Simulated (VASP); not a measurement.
# C, surface energy: which settings are enough?

C, slab, 20 atoms in the cell. PBE; PAW potentials C (PBE set). VASP 6.6.1.

Wanted: surface energy, atoms not relaxed within 0.02 J/m²; face levels within 0.04 eV.

Crystal: C, P6_3/mmc; Face: (0 0 1); Starting cell: bulk cell relaxed first with the same functional.

Face levels: vacuum level at each face, counted from the Fermi level.

The series start from vacuum (Å): 12; k spacing (1/Å): 0.25; Smearing SIGMA (eV): 0.1; Cutoff ENCUT (eV): 525; SCF threshold EDIFF (eV): 1e-6; PREC: Accurate; LREAL: .FALSE.; ALGO: Normal; atomic planes: 12. Each series keeps the choices made before it, and each single choice may use up half of a tolerance. Times cover all steps of a run.

## Vacuum (Å)

| Vacuum (Å) | Surface energy, atoms not relaxed (J/m²) | Face levels, largest deviation (eV) | Time (s) |
|---|---|---|---|
| 5 | 7.401 | 0.050 | 9.7 |
| 7 | 7.432 | 0.016 | 11 |
| 9 | 7.431 | 0.010 | 13 |
| 12 | 7.429 | 0.000 | 16 |
| 15 | 7.427 | 0.000 | 20 |
| 20 (reference) | 7.425 | 0.000 | 24 |

Chosen: 7, the loosest value from which every tighter one stays within half of the tolerance.

## k spacing (1/Å)

| k spacing (1/Å) | Surface energy, atoms not relaxed (J/m²) | Face levels, largest deviation (eV) | Time (s) |
|---|---|---|---|
| 0.6 | 7.473 | 0.023 | 7.7 |
| 0.45 | 7.438 | 0.015 | 8.1 |
| 0.35 | 7.428 | 0.004 | 9.6 |
| 0.25 | 7.432 | 0.001 | 11 |
| 0.2 | 7.432 | 0.000 | 16 |
| 0.15 | 7.432 | 0.000 | 21 |
| 0.12 (reference) | 7.432 | 0.000 | 29 |

Chosen: 0.45.

## Smearing SIGMA (eV)

| Smearing SIGMA (eV) | Surface energy, atoms not relaxed (J/m²) | Face levels, largest deviation (eV) | Time (s) |
|---|---|---|---|
| 0.4 | 7.378 | 0.093 | 8.3 |
| 0.3 | 7.408 | 0.075 | 8.4 |
| 0.2 | 7.427 | 0.063 | 8.3 |
| 0.1 | 7.438 | 0.040 | 8.1 |
| 0.05 (reference) | 7.442 | 0.000 | 8.2 |

Chosen: 0.05; the next looser run is off by more than half of the tolerance, so convergence isn't shown beyond this value.

## Cutoff ENCUT (eV)

| Cutoff ENCUT (eV) | Surface energy, atoms not relaxed (J/m²) | Face levels, largest deviation (eV) | Time (s) |
|---|---|---|---|
| 320 | 7.469 | 0.003 | 3.7 |
| 400 | 7.443 | 0.001 | 4.1 |
| 460 | 7.443 | 0.001 | 5.5 |
| 525 | 7.442 | 0.002 | 8.2 |
| 600 | 7.444 | 0.001 | 6.9 |
| 725 (reference) | 7.447 | 0.000 | 10 |

Chosen: 400.

## SCF threshold EDIFF (eV)

| SCF threshold EDIFF (eV) | Surface energy, atoms not relaxed (J/m²) | Face levels, largest deviation (eV) | Time (s) |
|---|---|---|---|
| 0.001 | 7.444 | 0.216 | 3.1 |
| 0.0001 | 7.442 | 0.005 | 3.7 |
| 1e-5 | 7.443 | 0.001 | 3.9 |
| 1e-6 | 7.443 | 0.000 | 4.1 |
| 1e-7 (reference) | 7.443 | 0.000 | 4.3 |

Chosen: 0.0001.

## PREC

| PREC | Surface energy, atoms not relaxed (J/m²) | Face levels, largest deviation (eV) | Time (s) |
|---|---|---|---|
| Accurate | 7.442 | 0.000 | 3.7 |
| Normal | 7.447 | 0.000 | 2.7 |

Chosen: Normal; it saves 1.0 s of 3.7, so Accurate would do nearly as well.

## LREAL

| LREAL | Surface energy, atoms not relaxed (J/m²) | Face levels, largest deviation (eV) | Time (s) |
|---|---|---|---|
| .FALSE. | 7.447 | 0.000 | 2.7 |
| Auto | 7.447 | 0.000 | 2.8 |

Chosen: .FALSE.; no other choice that stays within half of the tolerance saves 30 % of the time.

## ALGO

| ALGO | Surface energy, atoms not relaxed (J/m²) | Face levels, largest deviation (eV) | Time (s) |
|---|---|---|---|
| Normal | 7.447 | 0.000 | 2.7 |
| Fast | 7.447 | 0.003 | 2.7 |
| All | 7.447 | 0.004 | 3.3 |

Chosen: Normal.

## Atomic planes

| Atomic planes | Surface energy, atoms not relaxed (J/m²) | Face levels, largest deviation (eV) | Time (s) |
|---|---|---|---|
| 8 | 7.236 | 0.273 | 2.0 |
| 12 | 7.447 | 0.024 | 2.7 |
| 16 | 7.457 | 0.025 | 3.3 |
| 20 (reference) | 7.457 | 0.000 | 4.4 |

Chosen: 20; the next looser run is off by more than half of the tolerance, so convergence isn't shown beyond this value.

## All choices together

| Input | Surface energy, atoms not relaxed (J/m²) | Face levels, largest deviation (eV) | Time (s) |
|---|---|---|---|
| program defaults, thin vacuum, coarse mesh (naive) | 7.435 | 0.048 | 2.5 |
| chosen settings | 7.442 | 0.206 | 6.1 |
| reference settings throughout | 7.434 | 0.000 | 223 |

The tolerance is missed in the face levels, so this input isn't good enough yet.

Values of the reference run: Face levels: 5.753, 5.753 eV.

3 cheaper combinations failed this check first and made the worst setting one step tighter.

## The input

INCAR.step1:
```
SYSTEM = C
PREC = Normal
ENCUT = 400
EDIFF = 1E-4
ISMEAR = 1
SIGMA = 0.05
LREAL = .FALSE.
LASPH = .TRUE.
ALGO = Normal
NELM = 120
LWAVE = .FALSE.
LCHARG = .FALSE.
GGA = PE
KPAR = 8
```

INCAR.step2, as INCAR.step1 but for:
```
+ LVHAR = .TRUE.
+ LVACPOTAV = .TRUE.
+ LDIPOL = .TRUE.
+ IDIPOL = 3
+ DIPOL = 0.5 0.5 0.5
```

KPOINTS.step1:
```
Automatic mesh
0
Gamma
  9 9 13
  0 0 0
```

KPOINTS.step2:
```
Automatic mesh
0
Gamma
  9 9 1
  0 0 0
```

POSCAR.step1:
```
C
1.0
    2.5115801976      0.0000000000      0.0000000000
   -1.2557900988      2.1750922547      0.0000000000
    0.0000000000      0.0000000000      4.1801610509
C
4
Direct
    0.6666666700      0.3333333300      0.9375000000
    0.3333333300      0.6666666700      0.4375000000
    0.6666666700      0.3333333300      0.5629968487
    0.3333333300      0.6666666700      0.0629968487
```

POSCAR.step2:
```
C
1.0
    2.5115801976      0.0000000000      0.0000000000
   -1.2557900988      2.1750922547      0.0000000000
    0.0000000000      0.0000000000     31.3353217699
C
20
Direct
    0.6666666700      0.3333333300      0.2581776752
    0.3333333300      0.6666666700      0.1914772104
    0.6666666700      0.3333333300      0.2082186067
    0.3333333300      0.6666666700      0.2749190715
    0.6666666700      0.3333333300      0.3915786048
    0.3333333300      0.6666666700      0.3248781399
    0.6666666700      0.3333333300      0.3416195362
    0.3333333300      0.6666666700      0.4083200010
    0.6666666700      0.3333333300      0.5249795343
    0.3333333300      0.6666666700      0.4582790695
    0.6666666700      0.3333333300      0.4750204657
    0.3333333300      0.6666666700      0.5417209305
    0.6666666700      0.3333333300      0.6583804638
    0.3333333300      0.6666666700      0.5916799990
    0.6666666700      0.3333333300      0.6084213952
    0.3333333300      0.6666666700      0.6751218601
    0.6666666700      0.3333333300      0.7917813933
    0.3333333300      0.6666666700      0.7250809285
    0.6666666700      0.3333333300      0.7418223248
    0.3333333300      0.6666666700      0.8085227896
```

Commands (each step's output is kept before the next begins):
```
cat potpaw_PBE.64/C/POTCAR > POTCAR
cp INCAR.step1 INCAR
cp KPOINTS.step1 KPOINTS
cp POSCAR.step1 POSCAR
mpirun -np 8 vasp_std > vasp.out
rm WAVECAR CHG
cp INCAR.step2 INCAR
cp KPOINTS.step2 KPOINTS
cp POSCAR.step2 POSCAR
mpirun -np 8 vasp_std > vasp.out
```

Limits: The program found no field-free region, so the vacuum level is rough; the atoms keep their starting positions, so the number serves for convergence, not as the relaxed result.

The chosen input took VASP 6.6.1 6.1 s on 8 cores (Intel Xeon 6975P-C (Granite Rapids)), a shared host.

## An input that fails: vacuum far too thin

It runs to its end, but against the unchanged starting input it is off by 5.774 J/m² in the surface energy, atoms not relaxed, 3.973 eV in the face levels.

Vacuum (Å): 12 becomes 2.
